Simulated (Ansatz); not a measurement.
Cl:

```
Cl
1.0
     3.14500   -2.25000    0.00000
     3.14500    2.25000    0.00000
     0.00000    0.00000    8.21000
Cl
4
Direct
  0.37000 0.63000 0.40000
  0.13000 0.87000 0.90000
  0.63000 0.37000 0.60000
  0.87000 0.13000 0.10000
```

Base run:

| Quantity | Value |
| --- | --- |
| Program | Ansatz 0.2.0 |
| Functional | PBEsol |
| Potentials or basis | Ansatz PAW |
| Cutoff | 420 eV (not typed: the program's choice for these potentials) |
| k mesh | 7 × 7 × 4 |
| Occupations | fermi-dirac, width 0.05 eV |
| Spin | no spin polarisation |

Its results: band gap on the k mesh 2.43 eV, indirect (least direct gap 2.49 eV); pressure -0.9 GPa; largest force 0.173 eV/Å.

Task: After a change of settings the same cell gave: band gap on the k mesh 2.33 eV, indirect (least direct gap 2.39 eV); pressure -2.4 GPa; largest force 0.191 eV/Å. Which change was it?
A. functional from PBEsol to r2SCAN; cutoff from 420 eV (not typed: the program's choice for these potentials) to 500 eV (not typed: the program's choice for these potentials)
B. functional from PBEsol to LDA
C. functional from PBEsol to PBE; occupations from fermi-dirac, width 0.05 eV to gaussian, width 0.014 eV

Result: B.

LDA binds more tightly than PBEsol, so the same cell stands under less pressure.

Caveats: the PAW data sets come from PBE, with cores solved anew for the run's functional, which leaves a small shift of forces and pressure.
